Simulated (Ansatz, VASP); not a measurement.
**Ca: VASP beside Ansatz**

```xyz
1
Lattice="-2.1013 2.1013 2.1013 2.1013 -2.1013 2.1013 2.1013 2.1013 -2.1013" Properties=species:S:1:pos:R:3 pbc="T T T"
Ca    0.0000    0.0000    0.0000
```

Change from the starting cell: volume scaled by 0.88, LAPW.

Alike in both runs: task single point; functional PBE; k mesh 12 × 12 × 12; occupations fermi-dirac, width 0.05 eV; no spin polarisation.

```csv
,VASP,Ansatz
version,VASP 6.6.1,Ansatz 0.2.0
potentials or method,"VASP PAW PBE potentials, release 64 (Ca_sv), cutoff 520 eV","all-electron LAPW, scalar-relativistic"
```

|  | VASP | Ansatz | Ansatz less VASP |
| --- | --- | --- | --- |
| pressure (GPa) | 2.5 | 2.5 | -0.02 |

Ansatz ran all-electron here, so the differences hold the error of VASP's frozen core and of both bases.
